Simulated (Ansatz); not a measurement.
Here is an Ansatz 0.2.0 calculation.

input.yaml

```yaml
crystal:
  lattice:
    - [0.0, 2.9305, 2.9305]
    - [2.9305, 0.0, 2.9305]
    - [2.9305, 2.9305, 0.0]
  atoms:
    - { symbol: In, position: [0.0, 0.0, 0.0] }
    - { symbol: P, position: [0.75, 0.75, 0.75] }
kpoints:
  mp_grid: { grid: [6, 6, 6] }
  band_path:
    path:
      - [0.0, 0.0, 0.0]
      - [0.5, 0.0, 0.5]
      - [0.5, 0.25, 0.75]
      - [0.375, 0.375, 0.75]
      - [0.0, 0.0, 0.0]
      - [0.5, 0.5, 0.5]
      - [0.625, 0.25, 0.625]
      - [0.5, 0.25, 0.75]
    npoints: 12
scf:
  occupations: { method: fermi_dirac, width: 0.05 }
hamiltonian:
  xc: pbesol
  pseudopotentials: { kind: all_electron, lapw: { basis_error: 0.001 } }
output:
  forces: true
  stress: true
  eigenvalues: true
```

Potentials or basis: all-electron LAPW, scalar-relativistic.

Launch:

```console
$ ansatz run input.yaml --threads 1 --pin off --max-ram 3072MiB --backend cpu --events-out ev --progress --plain --runs-dir out
```

**Question.** Estimate the band gap on the k mesh.

**Answer.** 0.61 eV, direct.

**Question.** What does it give for the pressure?

**Answer.** 0.6 GPa.

**Question.** What does it give for the band gap along the path?

**Answer.** 0.61 eV, direct.

Levels at the corners of the path, in eV from the valence-band top:
| point | band 15 | band 16 | band 17 | band 18 | band 19 | band 20 |
| --- | --- | --- | --- | --- | --- | --- |
| Γ | 0.00 | 0.00 | 0.00 | 0.61 | 4.01 | 4.01 |
| X | -5.82 | -2.35 | -2.35 | 1.63 | 2.16 | 9.09 |
| W | -5.66 | -3.00 | -2.97 | 4.19 | 4.34 | 5.47 |
| K | -5.67 | -3.36 | -1.97 | 2.24 | 4.31 | 7.42 |
| Γ | 0.00 | 0.00 | 0.00 | 0.61 | 4.01 | 4.01 |
| L | -5.80 | -0.98 | -0.98 | 1.40 | 4.73 | 4.73 |
| U | -5.67 | -3.36 | -1.97 | 2.24 | 4.31 | 7.42 |
| W | -5.66 | -3.00 | -2.97 | 4.19 | 4.34 | 5.47 |

Caveat: spin-orbit coupling is left out, which moves the levels of the heavy elements.

**What was measured.**

A printed reference work, data compilation reports, for a bulk crystal of InP at 1.6 K: band gap 1.4236 eV (direct).

A measured gap of InP is 1.4236 eV (direct; 1.6 K; a printed reference work, data compilation); the calculated 0.61 eV misses it by -0.81 eV. Spin-orbit coupling on In is left out. The value is that of PBEsol, without temperature or zero-point motion. Semilocal functionals fall short of measured gaps as a rule.
